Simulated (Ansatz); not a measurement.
What does this script print? It uses the Python package of Ansatz (0.2.0).

`run_xc.py`
```python
# -*- coding: utf-8 -*-
from dataclasses import dataclass
import warnings

import ansatz as az


@dataclass
class Options:
    cutoff_ev: int = 510
    kmesh: tuple[int, ...] = (6, 6, 6)
    filling: str = 'fixed'


opts = Options()

warnings.simplefilter('ignore', az.DeckWarning)

cell = (
    az.Lattice.fcc(5.451)
    .space_group(216)
    .atom('Al', (0.0, 0.0, 0.0))
    .atom('P', (0.25, 0.25, 0.75))
    .primitive()
)

calc = (
    cell.calculation()
    .basis(opts.cutoff_ev)
    .kpoints(*opts.kmesh)
    .occupations(opts.filling)
    .forces()
    .stress()
)

rows = []
for value in ['revpbe', 'pbe', 'r2scan', 'lda', 'rpbe']:
    rep = calc.functional(value).run(threads=1).report
    rows.append((value, rep['free_energy_ev'] / len(rep['lattice']['sites']), rep['n_iterations'], sum(rep['stress_gpa'][i][i] for i in range(3)) / 3, max(abs(f) for row in rep['forces_ev_ang'] for f in row), rep['n_kpoints']))

print('  functional   F/atom (eV)    iterations       P (GPa)  max component (eV/A)      k-points')
for row in rows:
    print(f'{str(row[0]):>12s}  {row[1]:12.5f}  {row[2]:12d}  {row[3]:12.3f}  {row[4]:20.4f}  {row[5]:12d}')
```

Output of `python run_xc.py`:
```text
  functional   F/atom (eV)    iterations       P (GPa)  max component (eV/A)      k-points
      revpbe    -649.43913             6         4.052                0.0000            16
         pbe    -647.21281             6         2.777                0.0000            16
      r2scan    -650.52857             6         1.450                0.0000            16
         lda    -620.01644             6        -0.800                0.0000            16
        rpbe    -650.30857             6         4.472                0.0000            16
```

From lowest to highest: LDA (-0.8 GPa), r2SCAN (1.5 GPa), PBE (2.8 GPa), revPBE (4.1 GPa) and RPBE (4.5 GPa). At a fixed cell a lower pressure usually means a smaller equilibrium volume, so LDA prefers the smallest cell and RPBE the largest. Gaps by band count in the reports: revPBE 1.63 eV, PBE 1.57 eV, r2SCAN 1.90 eV, LDA 1.43 eV and RPBE 1.65 eV (Kohn-Sham values on this mesh, as a rule under measured gaps).

Caveats:
- Forces vanish by symmetry here and test nothing.
- Of the deposited cell: the entry's cell lengths or inner coordinates differ somewhat from later room-temperature determinations.
- Pressure is positive in compression.
- The structure is a deposited one; some such entries were measured under pressure or heat, so a shift against it needn't be the functional's error alone.
- Total energies of different functionals can't be compared; pressures, moments and gaps at this one structure can.
- Finished in 6.1 s on 1 thread of Arm Neoverse V1, with other jobs on the host, peak memory 0.44 GiB.
